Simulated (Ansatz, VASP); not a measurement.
**Na: VASP beside Ansatz**

```
CELL_PARAMETERS angstrom
0.00000 3.93088 3.93088
3.93088 0.00000 3.93088
3.93088 3.93088 0.00000
ATOMIC_POSITIONS crystal
Na 0.12500 0.12500 0.12500
Na 0.87500 0.87500 0.87500
```

Alike in both runs: task single point; functional PBE; k mesh 8 × 8 × 8; occupations fermi-dirac, width 0.1 eV; no spin polarisation.

```csv
,VASP,Ansatz
version,VASP 6.6.1,Ansatz 0.2.0
potentials or method,"VASP PAW PBE potentials, release 64 (Na_pv)","plane waves (420 eV) with PAW, scalar-relativistic"
plane-wave cutoff (eV),520,420
valence electrons in the cell,14,18
```

```csv
,VASP,Ansatz,Ansatz less VASP
pressure (GPa),-0.3,-0.3,0.00
```

The two sets of potentials don't hold the same shells in valence.
